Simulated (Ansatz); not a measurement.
How fast does Si move in Si?

Theory: DFT PBE, scalar-relativistic, plane waves, PAW in Ansatz 0.2.0. Settings: 420 eV cutoff, 2×2×2 k-mesh, shifted by half a step, Gaussian smearing of 0.02 eV, no spin polarisation.

Host crystal, relaxed:

```yaml
crystal:
  lattice:
    - [0.00000, 2.73505, 2.73505]
    - [2.73505, 0.00000, 2.73505]
    - [2.73505, 2.73505, 0.00000]
  atoms:
    - { symbol: Si, position: [0.75000, 0.75000, 0.75000] }
    - { symbol: Si, position: [0.50000, 0.50000, 0.50000] }
```

In a supercell of 32 host sites with charge +2, Si trades places with a neighbouring Si vacancy, moving 2.58 Å. Climbing-image nudged elastic band at fixed cell; the order of the saddle wasn't checked, and the small cell leaves errors of about a tenth of an eV.

| image | path (Å) | E − E(0) (eV) |
| --- | --- | --- |
| 0 | 0.00 | 0.000 |
| 1 | 1.37 | 0.853 |
| 2 | 2.74 | 0.000 |

Q: What are the barriers forward and back, and what attempt frequency does the shape suggest?

A: Forward 0.85 eV, back 0.85 eV, the ends being level. For a sinusoidal profile E_b sin²(πx/l), with the Si atom alone moving, ν = (1/l)√(E_b/2m) = 4.7×10¹² s⁻¹, within an order of magnitude of the customary 10¹³ s⁻¹; a true prefactor needs the vibrations at the minimum and at the saddle.

Q: With ν = 10¹³ s⁻¹, how often does the exchange happen at 300, 600 and 1000 K once atom and vacancy are neighbours, taking the host as solid throughout? Does that give the diffusivity?

A: k = ν exp(−E_b/k_BT):
```json
{"T (K)": "300", "k (1/s)": "0.048", "wait (s)": "21"}
{"T (K)": "600", "k (1/s)": "6.9×10⁵", "wait (s)": "1.4×10⁻⁶"}
{"T (K)": "1000", "k (1/s)": "5.0×10⁸", "wait (s)": "2.0×10⁻⁹"}
```

No. The atom can jump only when a vacancy is beside it, so where vacancies are thermal the activation energy of diffusion adds the vacancy's formation energy; where doping, quenching or off-stoichiometry fixes their number, it doesn't. And repeated exchanges only swap the two back and forth: Si gets on when the vacancy moves round it by other jumps, which the correlation factor counts. An error of 0.1 eV in the barrier changes k by a factor of 48 at 300 K and 3.2 at 1000 K.

Cost: 1 run of about 2.8 core-minutes, on AMD EPYC 7R43 (Zen 3) (shared hosts).